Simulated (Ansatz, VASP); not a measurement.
One calculation of CdTe, two programs

File INCAR:

```
SYSTEM = CdTe
ALGO = Normal ; EDIFF = 1E-6
ENCUT = 520 ; GGA = PE
ISIF = 2 ; ISMEAR = 0
LASPH = .TRUE. ; LCHARG = .TRUE.
LELF = .TRUE. ; LREAL = .FALSE.
LVHAR = .TRUE. ; LWAVE = .FALSE.
NBANDS = 16 ; NELM = 80
PREC = Accurate ; SIGMA = 0.05
```

Contents of KPOINTS:

```
k-points
0
G
  10 10 10
  0 0 0
```

POSCAR

```
CdTe
1.0
    0.0000000000      3.1223432596      3.1223432596
    3.1223432596      0.0000000000      3.1223432596
    3.1223432596      3.1223432596      0.0000000000
Cd Te
1 1
Direct
    0.0000000000      0.0000000000      0.0000000000
    0.2500000000      0.2500000000      0.2500000000
```

Input for Ansatz:

```yaml
crystal:
  lattice:
    - [0.0, 3.1223432596, 3.1223432596]
    - [3.1223432596, 0.0, 3.1223432596]
    - [3.1223432596, 3.1223432596, 0.0]
  atoms:
    - { symbol: Cd, position: [0.0, 0.0, 0.0] }
    - { symbol: Te, position: [0.25, 0.25, 0.25] }
basis:
  ecutwfc: 420
  ecutrho_ratio: 4
kpoints:
  mp_grid: { grid: [10, 10, 10] }
hamiltonian:
  xc: pbe
scf:
  occupations: { method: gaussian, width: 0.05 }
output:
  forces: true
  stress: true
  eigenvalues: true
```

Alike in both runs: task single point; functional PBE; k mesh 10 × 10 × 10; occupations gaussian, width 0.05 eV; no spin polarisation.

|  | VASP | Ansatz |
| --- | --- | --- |
| version | VASP 6.6.1 | Ansatz 0.2.0 |
| potentials or method | VASP PAW PBE potentials, release 64 (Cd, Te) | scalar-relativistic, plane waves, PAW |
| plane-wave cutoff (eV) | 520 | 420 |
| valence electrons in the cell | 18 | 36 |

```csv
,VASP,Ansatz,Ansatz less VASP
gap on the k mesh at the Fermi level (eV),1.12,1.12,-0.004
least direct gap on the mesh (eV),1.12,1.12,-0.004
pressure (GPa),9.5,9.3,-0.21
```

The functional is the same, so the differences come from potentials, cutoffs and numerics. The two sets of potentials don't hold the same shells in valence.

Caveats: spin-orbit coupling is left out, which moves the levels of the heavy elements.
